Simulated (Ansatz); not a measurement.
## Response to strain in KCl

Base system: KCl in the rock salt structure (space group Fm-3m, No. 225).

```
CELL_PARAMETERS angstrom
      0.00000     3.19072     3.19072
      3.19072     0.00000     3.19072
      3.19072     3.19072     0.00000
ATOMIC_POSITIONS crystal
  K  0.00000 0.00000 0.00000
  Cl 0.50000 0.50000 0.50000
```

Strains are applied to the cell and any free atomic positions relax.

Computed with Kohn–Sham DFT with the PBE functional, run in Ansatz (a program for electronic structure) with PAW and 420 eV plane waves, scalar-relativistic without spin-orbit coupling.

```csv
isotropic strain (%),pressure (GPa)
-3,1.9
-2.5,?
-2,1.1
0,0.0
0.5,-0.2
1,-0.5
2,-0.8
2.5,-1.0
3,-1.2
```

Q: Fit P = P₀ − Bδ + Cδ² with δ = (1 + ε)³ − 1 to the rows shown and predict the withheld row.

A: Least squares on the printed values gives P₀ = 0.0 GPa, B = 17.0 GPa, C = 48.0 GPa (largest residual 0.1 GPa); this predicts 1.5 GPa, and the run gives 1.5 GPa, in agreement.

Stability against distortions was not tested.
